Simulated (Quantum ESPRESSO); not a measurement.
# NaCl in Quantum ESPRESSO: the effect of functional

NaCl:

```xyz
2
Lattice="0.0000 2.7941 2.7941 2.7941 0.0000 2.7941 2.7941 2.7941 0.0000" Properties=species:S:1:pos:R:3 pbc="T T T"
Cl    2.7941    2.7941    2.7941
Na    0.0000    0.0000    0.0000
```

The cell is a database's computed one.

Alike in all runs:

```yaml
Program: Quantum ESPRESSO 7.5
Cutoff: 1197 eV
Density_cutoff: 4789 eV
k_mesh: 4 × 4 × 4, shifted
Occupations: fermi-dirac, width 0.05 eV
Spin: no spin polarisation
```

Each run relaxes the cell or the atoms first.

Q: One run gave: relaxed volume 20.41 Å³/atom; dielectric constant 2.68 mean. Which functional did it use?
A. revPBE
B. RPBE
C. PBEsol
D. LDA
E. PBE

A: D.

| functional | potentials or basis | relaxed volume (Å³/atom) | dielectric constant (mean) |
| --- | --- | --- | --- |
| LDA | PseudoDojo 0.4.1 SR LDA standard | 20.41 | 2.68 |
| PBE | PseudoDojo 0.4.1 SR PBE standard | 23.12 | 2.48 |
| PBEsol | PseudoDojo 0.4.1 SR PBEsol standard | 22.00 | 2.57 |
| PW91 | PseudoDojo 0.4.1 SR PBE standard | 23.07 | 2.48 |
| revPBE | PseudoDojo 0.4.1 SR PBE standard | 24.67 | 2.38 |
| RPBE | PseudoDojo 0.4.1 SR PBE standard | 24.86 | 2.36 |
| vdW-DF-cx | PseudoDojo 0.4.1 SR PBE standard | 22.70 | 2.49 |

Caveats: before the sum rule the acoustic modes lie tens of cm⁻¹ from zero, a sign that the density grid also shifts the optical modes (some runs); the potentials were made for another functional, which shifts forces and pressure (some runs); the acoustic modes lie far from zero, so the frequencies are unreliable (some runs).

Not every run made on this cell is shown here.
